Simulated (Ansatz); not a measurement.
Working through a table of relaxed lattice constants and trends of a series on the CdI2 structure: TiS2, TiSe2, TiTe2

Computed with the Python package of Ansatz (0.2.0).

Notebook, run cell by cell (the value of a cell's last expression is shown):

**Cell 1**
```python
import warnings

import ansatz as az
import matplotlib.pyplot as plt
import numpy as np
from tabulate import tabulate
```

**Cell 2**
```python
DISPERSION = "d4"
ECUT = 500
KSPACING = 0.3
OCCUPATIONS = "cold"
SIGMA = 0.05
```

**Cell 3**
```python
def cdi2(A, B, a):
    return (
        az.Lattice.from_parameters(a, a, 1.6 * a, alpha=90, beta=90, gamma=120)
        .space_group(164)
        .atom(A, [0, 0, 0])
        .atom(B, [1 / 3, 2 / 3, 0.25])
    )
```

**Cell 4**
```python
def compute(name, crystal, relax=True):
    calc = (
        crystal.calculation()
        .functional(az.Functional.PBE, dispersion=DISPERSION)
        .basis(ECUT)
        .kpoints(spacing=KSPACING)
        .occupations(OCCUPATIONS, width=SIGMA)
        .stress()
        .band_table()
    )
    if relax:
        calc = calc.relax(force_tolerance=0.02, max_steps=40, cell=True)
    return calc.run(threads=1)
```

**Cell 5**
```python
def bulk_modulus(name, outcome, step=0.015):
    # B = -V dP/dV from the pressures of two uniformly scaled cells, atoms held at their fractions
    pressure = []
    for factor in (1 - step, 1.0, 1 + step):
        cell = az.Crystal(lattice=az.Lattice.of(outcome.lattice.cell_ang * factor ** (1 / 3)))
        for site in outcome.report["lattice"]["sites"]:
            cell = cell.atom(site["symbol"], site["position_frac"])
        pressure.append(np.trace(compute(name, cell, relax=False).report["stress_gpa"]) / 3)
    slope, bend = (pressure[0] - pressure[2]) / (2 * step), abs(pressure[0] + pressure[2] - 2 * pressure[1])
    # a jump of mesh or basis between the cells shows as a kink: no modulus then
    return float(slope) if bend < 12 * step**2 * abs(slope) + 0.15 and abs(pressure[1]) < 1.5 else float("nan")
```

**Cell 6**
```python
def relaxed_twice(name, crystal):
    # the second pass draws mesh and plane waves anew for the relaxed cell
    first = compute(name, crystal)
    again = az.Crystal(lattice=az.Lattice.of(first.lattice.cell_ang))
    for site in first.report["lattice"]["sites"]:
        again = again.atom(site["symbol"], site["position_frac"])
    return compute(name, again)


def volume_per_atom(outcome):
    return abs(np.linalg.det(outcome.lattice.cell_ang)) / len(outcome.lattice.sites)
```

**Cell 7**
```python
def gap_ev(outcome):
    # nan where the run reports no band edges: a metal, overlapping bands, or a gap that is small against the smearing
    edges = outcome.report.get("band_edges_ev")
    return edges[1] - edges[0] if edges else float("nan")
```

**Cell 8**
```python
# the lattice constants below are starting guesses
warnings.simplefilter("ignore", az.DeckWarning)
```

**Cell 9**
```python
phases = {}
phases["TiS2"] = cdi2("Ti", "S", 3.44)
phases["TiSe2"] = cdi2("Ti", "Se", 3.64)
phases["TiTe2"] = cdi2("Ti", "Te", 3.87)
```

**Cell 10**
```python
done = {name: relaxed_twice(name, crystal) for name, crystal in phases.items()}
```

**Cell 11**
```python
rows = [(name, float(np.linalg.norm(o.lattice.cell_ang[0])), volume_per_atom(o), gap_ev(o), bulk_modulus(name, o)) for name, o in done.items()]
print(tabulate(rows, headers=["compound", "a (A)", "V (A^3/atom)", "gap on mesh (eV)", "B (GPa)"], floatfmt=".4f", tablefmt="plain"))
plt.figure(figsize=(4.5, 3))
plt.bar([row[0] for row in rows], [row[1] for row in rows])
plt.ylabel("a (A)")
plt.tight_layout()
plt.savefig("series.png", dpi=100)
```
Output:
```text
compound      a (A)    V (A^3/atom)    gap on mesh (eV)    B (GPa)
TiS2         3.3754         18.5980                 nan   102.1461
TiSe2        3.4970         21.0218                 nan    86.6162
TiTe2        3.7414         25.7896                 nan    69.2375
```

From smallest to largest: TiS2 (18.60 Å³), TiSe2 (21.02 Å³) and TiTe2 (25.79 Å³). The largest is 39 % above the smallest.

No spin polarisation was allowed. Dispersion corrections can be off by several per cent in the lattices of metals, and by several GPa in the pressure at a fixed cell. For the metals among these phases the mesh is modest: differences between phases can be off by up to 40 meV an atom. The bulk modulus is taken at fixed shape and positions, an upper value where these are free. Pressure is positive in compression. Levels are Kohn-Sham eigenvalues on this mesh, without spin-orbit coupling. The cells are built on a prototype by substitution; a member may or may not take this structure in nature. It ran for 3.3 min on 1 thread of Arm Neoverse N1, with other jobs on the host, peak memory 0.55 GiB.

(Lines on the test bed's own set-up are left out of the output.)
